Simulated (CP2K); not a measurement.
## TiO2: band structure with PBEsol

**Experimental background.**

“Shallow Valence Band of Rutile GeO2 and P-type Doping”, 2020, arxiv:2011.08928 quotes, for a bulk crystal of TiO2 at 1.6 K: band gap 3.03 eV (direct).

The system is TiO2.

```
CELL_PARAMETERS angstrom
4.59984 0.00000 0.00000
0.00000 4.59984 0.00000
0.00000 0.00000 2.95921
ATOMIC_POSITIONS crystal
Ti 0.00000 0.00000 0.50000
Ti 0.50000 0.50000 0.00000
O 0.30432 0.30432 0.50000
O 0.19568 0.80432 0.00000
O 0.80432 0.19568 0.00000
O 0.69568 0.69568 0.50000
```

The cell is a database's computed one.

* Program: CP2K 2026.2
* Task: band structure
* Functional: PBEsol
* Potentials or basis: POTENTIAL_UZH Ti GTH-PBE-q12, O GTH-PBE-q6; TZVP-MOLOPT-PBE-GTH basis
* Density cutoff: 8163 eV
* k mesh: 6 × 6 × 9
* Occupations: fermi-dirac, width 0.05 eV
* Spin: no spin polarisation
* SCF solver: diagonalisation with k points
* Quickstep method: GPW
* EPS_DEFAULT: 1.0E-10
* EPS_SCF: 1.0E-6
* MAX_SCF: 100
* SCF_GUESS: ATOMIC
* k points reduced by the point group: yes
* Mesh centred on Gamma: yes
* CHOLESKY: OFF
* EPS_EIGVAL: 1.0E-7
* MIXING METHOD: BROYDEN_MIXING
* MIXING ALPHA: 0.4
* NBUFFER: 8
* NGRIDS: 5
* Basis sets: Ti TZVP-MOLOPT-PBE-GTH-q12, O TZVP-MOLOPT-PBE-GTH-q6
* Potentials: Ti GTH-PBE-q12 of POTENTIAL_UZH, O GTH-PBE-q6 of POTENTIAL_UZH
* ADDED_MOS: [24]
* Points a segment of the path (NPOINTS): 10
* Bands added on the path: 2
* REL_CUTOFF (Ry): 60 Ry
* MIXING BETA (1/bohr): 1.5 1/bohr
* CUTOFF of the grids: 600 Ry

| Property | Result |
| --- | --- |
| Pressure | -1.1 GPa |
| Largest force | 0.114 eV/Å |
| Band gap on the k mesh | 1.77 eV, direct |
| Band gap along the path | 1.77 eV, direct |
| Mulliken charges | Ti +1.29; O -0.64 e |

Forces in eV/Å, atoms in the order of the input:
```
Ti   0.000  0.000  0.000
Ti   0.000  0.000  0.000
O    0.072  0.072  0.000
O   -0.081  0.081  0.000
O    0.081 -0.081  0.000
O   -0.072 -0.072  0.000
```

Stress tensor (GPa, compression positive):
```
-0.69  0.00  0.00
 0.00 -0.69  0.00
 0.00  0.00 -1.96
```

Levels at the corners of the path, in eV from the valence-band top:
```csv
point,band 21,band 22,band 23,band 24,band 25,band 26,band 27,band 28
Γ,-0.76,-0.50,-0.50,0.00,1.77,2.04,2.33,2.41
X,-1.71,-1.71,-0.77,-0.77,2.44,2.44,2.96,2.96
M,-1.36,-1.36,-1.14,-1.14,1.80,1.80,2.44,2.44
Γ,-0.76,-0.50,-0.50,0.00,1.77,2.04,2.33,2.41
Z,-2.44,-2.44,-1.46,-1.46,2.92,2.92,3.11,3.11
R,-2.10,-2.10,-1.08,-1.08,1.81,1.81,3.13,3.13
A,-1.33,-1.33,-0.70,-0.70,2.53,2.53,3.14,3.14
Z,-2.44,-2.44,-1.46,-1.46,2.92,2.92,3.11,3.11
X,-1.71,-1.71,-0.77,-0.77,2.44,2.44,2.96,2.96
R,-2.10,-2.10,-1.08,-1.08,1.81,1.81,3.13,3.13
M,-1.36,-1.36,-1.14,-1.14,1.80,1.80,2.44,2.44
A,-1.33,-1.33,-0.70,-0.70,2.53,2.53,3.14,3.14
```

Wall time 89 s on 1 thread of Arm Neoverse V1, on a shared host, peak memory 0.61 GiB.

Against the measured gap of TiO2, 3.03 eV (direct; 1.6 K; quoted in “Shallow Valence Band of Rutile GeO2 and P-type Doping”, 2020, arxiv:2011.08928), the calculated 1.77 eV is off by -1.26 eV. 2 values of this kind are on record in papers (3.03 to 3.05 eV); this one was drawn at random among those near their median. The value is that of PBEsol in an atomic basis (POTENTIAL_UZH Ti GTH-PBE-q12, O GTH-PBE-q6; TZVP-MOLOPT-PBE-GTH basis), whose error adds to the functional's,, without temperature or zero-point motion. Semilocal functionals fall short of measured gaps as a rule. The cell is a database's relaxed one, not the measured one, which moves gaps too.

Caveat: Mulliken charges move with the basis; the potentials were made for another functional, which shifts forces and pressure; the basis of atomic orbitals isn't converged, which shifts pressures, moduli and gaps.
